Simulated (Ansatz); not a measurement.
# LiCl, response to strain

Consider LiCl in the rock salt structure (space group Fm-3m, No. 225).

```
LiCl
1.0
    0.00000     2.53210     2.53210
    2.53210     0.00000     2.53210
    2.53210     2.53210     0.00000
Li Cl
1 1
Cartesian
  0.00000   0.00000   0.00000
  2.53210   2.53210   2.53210
```

Cartesian axes are those of the cell as printed.

Strains are applied to the cell and any free atomic positions relax.

Calculations: PBEsol (Ansatz, a quantum-chemistry and plane-wave program; PAW; 420 eV plane waves; without spin-orbit coupling).

Notes on the quantities. energy relative to the base: free energy F.

| change | band gap | volume per atom | energy relative to the base |
|---|---|---|---|
| base | 6.35 eV | 16.23 Å³ | 0 meV/atom |
| uniaxial strain ε_zz = −3.00 % | 6.50 eV | 15.75 Å³ | +3.3 meV/atom |
| uniaxial strain ε_zz = −2.00 % | 6.45 eV | 15.91 Å³ | +1.4 meV/atom |
| uniaxial strain ε_zz = −1.00 % | 6.40 eV | 16.07 Å³ | +0.3 meV/atom |
| uniaxial strain ε_zz = −0.50 % | 6.37 eV | 16.15 Å³ | +0.1 meV/atom |
| uniaxial strain ε_zz = +0.50 % | 6.31 eV | 16.32 Å³ | +0.1 meV/atom |
| uniaxial strain ε_zz = +1.00 % | 6.27 eV | 16.40 Å³ | +0.3 meV/atom |
| uniaxial strain ε_zz = +1.50 % | 6.24 eV | 16.48 Å³ | +0.7 meV/atom |
| uniaxial strain ε_zz = +2.50 % | 6.16 eV | 16.64 Å³ | +1.8 meV/atom |
| uniaxial strain ε_zz = +3.00 % | 6.13 eV | 16.72 Å³ | +2.5 meV/atom |

Whether these cells are dynamically stable was not tested.
